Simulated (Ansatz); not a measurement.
# MnO: elastic constants from stress and strain

```
CELL_PARAMETERS angstrom
0.00000 2.22200 2.22200
2.22200 0.00000 2.22200
2.22200 2.22200 0.00000
ATOMIC_POSITIONS crystal
Mn 0.00000 0.00000 0.00000
O 0.50000 0.50000 0.50000
```

Atoms are numbered in the order listed.

The cell is COD entry 1514105, as deposited and not checked against the literature; nothing was relaxed.

Semilocal functionals without U often leave such compounds metallic or with too small a gap, and the real magnetic order may differ.

The magnetic state is the one reached from the start moments; no search over orders was made, so it needn't be the ground state.

Level of theory: Ansatz 0.2.0, DFT, PBE, all-electron LAPW, scalar-relativistic.

Sampling and basis: a Γ-centred 16×16×16 k mesh, Fermi–Dirac smearing of 0.05 eV, basis error target 0.25 meV/atom, spin-polarised from start moments Mn1 4 μB.

The unstrained cell is at -0.13 GPa. Large strains and very small stresses are left out. Each strain is applied once, with fractional coordinates held (clamped ions), and σ below is the change of stress, positive in tension. One finite strain gives stress–strain coefficients at this pressure with an error of the order of the strain times third-order constants, a few per cent for each per cent of strain. In a metal the k mesh adds noise of tens of per cent to soft shears.

Question: Estimate the stiffness probed by this change, and the stress that it gives: equal xy, yz and zx engineering shear strains of -1 %.

Answer: σxy = -0.64 GPa and γxy = 2εxy = -0.0100, so C44 (clamped ions) = σxy/γxy = 64 GPa.

Question: With equal xy, yz and zx engineering shear strains of +1 %, the run gives σxy = 0.65 GPa and γxy = 2εxy = 0.0100. Which stiffness follows?

Answer: C44 (clamped ions) = σxy/γxy = 65 GPa.
